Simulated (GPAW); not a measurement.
Runs of GPAW 26.7.0 on Ag. Symmetry: P6_3/mmc, No. 194, hexagonal system. The conventional cell has a = 2.930 Å, b = 2.930 Å, c = 4.790 Å, α = 90.00°, β = 90.00°, γ = 120.00°. Around Ag (site symmetry -6m2) lie 12 Ag at 2.93 Å. This isn't the form of Ag at room conditions, which is fcc.

```csv
level,cell,target pressure,gap on the mesh (eV),pressure (GPa),relaxed volume (Å³/atom)
PBEsol,relaxed to 10 GPa,10 GPa,none,10.1,-
PBEsol+D4,relaxed,-,none,0.1,16.33
PBEsol,relaxed to 5 GPa,5 GPa,none,5.0,-
PBEsol,relaxed,-,none,0.0,16.77
PBEsol,relaxed to 20 GPa,20 GPa,none,20.1,-
PBEsol+D3(BJ),relaxed,-,none,0.1,(a)
PBEsol,relaxed to 2 GPa,2 GPa,none,2.1,-
PBEsol+D3(BJ)+ATM,relaxed,-,none,0.1,16.19
```

Alike in all rows: task relaxation of cell and atoms; potentials or basis PAW data sets generated in the run's folder for this functional, pw; no spin polarisation; k mesh 8 × 8 × 4; cutoff (eV) 600; smearing fermi-dirac 0.05 eV.

Estimate the missing entries.

(a) 16.02.

Caveats: later steps reuse the first step's grids; pairwise dispersion overbinds metals, which lowers pressure and volume (some runs); the volume moved by over 15 % at a fixed basis, so the end points are rough (some runs).

A k mesh can miss the band edges, and the runs leave out spin-orbit coupling on Ag.

A gap of «none» marks a metal or a gap under the smearing width.

Runs at the PBE level aren't shown here.
